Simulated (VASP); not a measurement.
## Hf: relaxation of cell and atoms with LDA

Hf:

```xyz
2
Lattice="3.1967 0.0000 0.0000 -1.5983 2.7684 0.0000 0.0000 0.0000 5.0578" Properties=species:S:1:pos:R:3 pbc="T T T"
Hf    0.0000    1.8456    1.2645
Hf    1.5984    0.9228    3.7934
```

```json
{"Program": "VASP 6.6.1", "Task": "relaxation of cell and atoms", "Functional": "LDA", "Potentials or basis": "VASP PAW LDA potentials, release 64 (Hf_pv)", "Cutoff": "600 eV", "k mesh": "19 × 19 × 11", "Occupations": "fermi-dirac, width 0.05 eV", "Spin": "no spin polarisation", "Further INCAR settings": "ALGO = Normal; EDIFF = 1e-06; IBRION = 2; EDIFFG = -0.02; NSW = 60; ISIF = 3"}
```

```json
{
  "Relaxed volume": "20.86 Å³/atom",
  "Relaxed cell": "a = 3.122 Å, b = 3.122 Å, c = 4.942 Å, α = 90.00°, β = 90.00°, γ = 120.00°",
  "Space group after relaxing (to 0.05 Å)": "P6_3/mmc (No. 194)",
  "Energy gained by relaxing": "38.6 meV/atom",
  "Ionic steps": "7",
  "Pressure after relaxing": "-0.1 GPa",
  "Band gap on the k mesh": "none (metal or under the smearing width)"
}
```

Stress tensor (GPa, compression positive):
```
-0.14  0.00  0.00
 0.00 -0.14  0.00
 0.00  0.00  0.03
```

The path:
| step | energy change (eV) | largest force (eV/Å) | pressure (GPa) | volume (Å³) |
| --- | --- | --- | --- | --- |
| 1 | 0.0000 | 0.0000 | -7.63 | 44.76 |
| 2 | 0.0477 | 0.0000 | 12.24 | 38.20 |
| 3 | -0.0770 | 0.0000 | -0.18 | 41.74 |
| 4 | -0.0770 | 0.0000 | -0.01 | 41.69 |
| 5 | -0.0770 | 0.0000 | 0.17 | 41.63 |
| 6 | -0.0771 | 0.0000 | -0.17 | 41.74 |
| 7 | -0.0771 | 0.0000 | -0.08 | 41.71 |

Final structure:
```xyz
2
Lattice="3.1217 0.0000 0.0000 -1.5608 2.7034 0.0000 0.0000 0.0000 4.9424" Properties=species:S:1:pos:R:3 pbc="T T T"
Hf    0.0000    1.8023    1.2356
Hf    1.5608    0.9011    3.7068
```

Levels at points of the mesh, in eV from the Fermi level:
```csv
k point,band 7,band 8,band 9,band 10,band 11,band 12,band 13,band 14
"(0.00, 0.00, 0.00)",-7.56,-3.94,1.05,1.11,1.11,1.41,2.00,2.00
```

Wall time 3.8 min on 1 thread of Intel(R) Xeon(R) 6975P-C (Granite Rapids), on a shared host, peak memory 0.3 GiB.

Spin-orbit coupling is left out, which matters for the levels of Hf. LDA usually gives volumes a few per cent too small.
